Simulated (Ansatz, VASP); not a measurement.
## Two plane-wave programs on B

```
CELL_PARAMETERS angstrom
0.00000 1.98896 1.98896
1.98896 0.00000 1.98896
1.98896 1.98896 0.00000
ATOMIC_POSITIONS crystal
B 0.00000 0.00000 0.00000
B 0.50000 0.00000 0.00000
B 0.00000 0.00000 0.50000
B 0.00000 0.50000 0.00000
```

The cell was built by a generator and needn't be a form met in nature.

Alike in both runs: task relaxation of cell and atoms; functional r2SCAN; k mesh 8 × 8 × 8; no spin polarisation.

|  | VASP | Ansatz |
| --- | --- | --- |
| version | VASP 6.6.1 | Ansatz 0.2.0 |
| potentials or method | VASP PAW PBE potentials, release 64 (B) | PAW plane waves |
| plane-wave cutoff (eV) | 600 | 500 |
| occupations | fermi-dirac, width 0.1 eV | fermi-dirac |
| valence electrons in the cell | 12 | 12 |

|  | VASP | Ansatz | Ansatz less VASP |
| --- | --- | --- | --- |
| gap on the k mesh at the Fermi level, each at its own relaxed structure (eV) | none | none | - |
| relaxed volume (Å³/atom) | 7.73 | 7.74 | +0.008 |
| relaxed cell length with the largest relative difference (Å) | 3.523 | 3.524 | +0.0012 |
| energy change over the relaxation (meV/atom) | -3189 | -3178 | +10.6 |

A gap of «none» marks a metal or a gap that the smearing closes. Ansatz warned: «end_state_compared».

Caveats: the volume moved by over 15 % at a fixed basis, so the end points are rough (VASP); the PAW data sets were made with another functional, which shifts forces and pressure a little (VASP).
